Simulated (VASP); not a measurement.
# Pt: intraband terms of a metal's spectrum

Pt, P6_3/mmc (no. 194), 2 atoms in the cell. PBE, independent-particle dielectric function; PAW potentials Pt (PBE set).

## Input

INCAR.step1:
```
SYSTEM = Pt
PREC = Accurate ; ENCUT = 270
ISMEAR = 1 ; SIGMA = 0.1
EDIFF = 1E-7 ; LASPH = .True.
KPAR = 4 ; LWAVE = .False.
LCHARG = .True. ; LMAXMIX = 4
```

INCAR.step2:
```
SYSTEM = Pt
PREC = Accurate ; ENCUT = 270
ISMEAR = 0 ; SIGMA = 0.3
EDIFF = 1E-6 ; LASPH = .True.
KPAR = 4 ; LWAVE = .True.
LCHARG = .False. ; LMAXMIX = 4
ICHARG = 11 ; NBANDS = 28
NEDOS = 3000 ; OMEGAMAX = 30
CSHIFT = 0.1
```

INCAR.step3, as INCAR.step2 but for:
```
- LWAVE = .True.
+ LWAVE = .False.
+ LOPTICS = .True.
+ ALGO = None
+ NELM = 1
+ ISTART = 1
```

INCAR.step4, as INCAR.step3 but for:
```
+ WPLASMAI = 0.03
```

INCAR.step5 to INCAR.step6 change the same tag again: WPLASMAI = 0.1, 0.3.

INCAR.step7, as INCAR.step6 but for:
```
- WPLASMAI = 0.3
+ RTIME = 40
```

INCAR.step8, as INCAR.step7 but for:
```
- RTIME = 40
+ RTIME = 5
```

INCAR.step9, as INCAR.step8 but for:
```
- RTIME = 5
+ LNABLA = .True.
```

INCAR.step10, as INCAR.step9 but for:
```
- ISMEAR = 0
- LNABLA = .True.
+ ISMEAR = -5
```

KPOINTS.step1:
```
k-points
0
Gamma
  11 11 6
```

KPOINTS.step2:
```
k-points
0
Gamma
  17 17 9
```

POSCAR:
```
Pt
1.0
    2.7606656158      0.0000000000      0.0000000000
   -1.3803328079      2.3908065546      0.0000000000
    0.0000000000      0.0000000000      4.7921340000
Pt
2
Direct
    0.3333333333      0.6666666667      0.2500000000
    0.6666666667      0.3333333333      0.7500000000
```

Commands (each step's output is kept before the next begins):
```
cat potpaw_PBE.64/Pt/POTCAR > POTCAR
cp INCAR.step1 INCAR
cp KPOINTS.step1 KPOINTS
mpirun -np 4 vasp_std > vasp.out
cp INCAR.step2 INCAR
cp KPOINTS.step2 KPOINTS
mpirun -np 4 vasp_std > vasp.out
cp INCAR.step3 INCAR
mpirun -np 4 vasp_std > vasp.out
cp INCAR.step4 INCAR
mpirun -np 4 vasp_std > vasp.out
cp INCAR.step5 INCAR
mpirun -np 4 vasp_std > vasp.out
cp INCAR.step6 INCAR
mpirun -np 4 vasp_std > vasp.out
cp INCAR.step7 INCAR
mpirun -np 4 vasp_std > vasp.out
cp INCAR.step8 INCAR
mpirun -np 4 vasp_std > vasp.out
cp INCAR.step9 INCAR
mpirun -np 4 vasp_std > vasp.out
cp INCAR.step10 INCAR
mpirun -np 4 vasp_std > vasp.out
```

## Result

- Bands: 28

One ground state, settings moved in the last step alone:

| Settings | Plasma frequency (eV) | Im ε at 0.5 eV | Im ε at 1 eV | Im ε at 2 eV | Im ε at 4 eV | Time (s) |
|---|---|---|---|---|---|---|
| interband part alone | 7.51 | 77.9 | 44.1 | 18.4 | 6.5 | 14 |
| Drude term, WPLASMAI 0.03 | 7.51 | 91.4 | 45.8 | 18.6 | 6.6 | 15 |
| Drude term, WPLASMAI 0.1 | 7.51 | 121.3 | 49.7 | 19.1 | 6.6 | 16 |
| Drude term, WPLASMAI 0.3 | 7.51 | 177.4 | 59.6 | 20.4 | 6.8 | 18 |
| relaxation time RTIME 40 fs | 7.51 | 85.3 | 45.0 | 18.5 | 6.6 | 17 |
| relaxation time RTIME 5 fs | 7.51 | 133.4 | 51.4 | 19.3 | 6.7 | 17 |
| transversal form (LNABLA) | 7.00 | 69.0 | 40.3 | 17.1 | 6.2 | 17 |
| tetrahedron method | – | – | – | – | – | no result |

Limits: Spin-orbit coupling is left out, which can matter with atoms this heavy.

VASP 6.6.1 took 140 s on 4 cores (AMD EPYC 7571), a shared host.
